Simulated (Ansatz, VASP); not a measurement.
# HfN in VASP and in Ansatz

```
CELL_PARAMETERS angstrom
0.00000 2.25900 2.25900
2.25900 0.00000 2.25900
2.25900 2.25900 0.00000
ATOMIC_POSITIONS crystal
Hf 0.00000 0.00000 0.00000
N 0.50000 0.50000 0.50000
```

Alike in both runs: task single point; functional PBE; k mesh 10 × 10 × 10; occupations fermi-dirac, width 0.01 eV; no spin polarisation.

|  | VASP | Ansatz |
| --- | --- | --- |
| version | VASP 6.6.1 | Ansatz 0.2.0 |
| potentials or method | VASP PAW PBE potentials, release 64 (Hf_pv, N), cutoff 520 eV | all-electron LAPW, scalar-relativistic |

Ansatz gave:

```
pressure (GPa) : 5.6
```

Task: Which values does VASP return?

Result: Pressure (GPa): 3.1.

Ansatz ran all-electron here, so the differences hold the error of VASP's frozen core and of both bases.

The runs have no spin-orbit coupling, so splittings on Hf are missing.
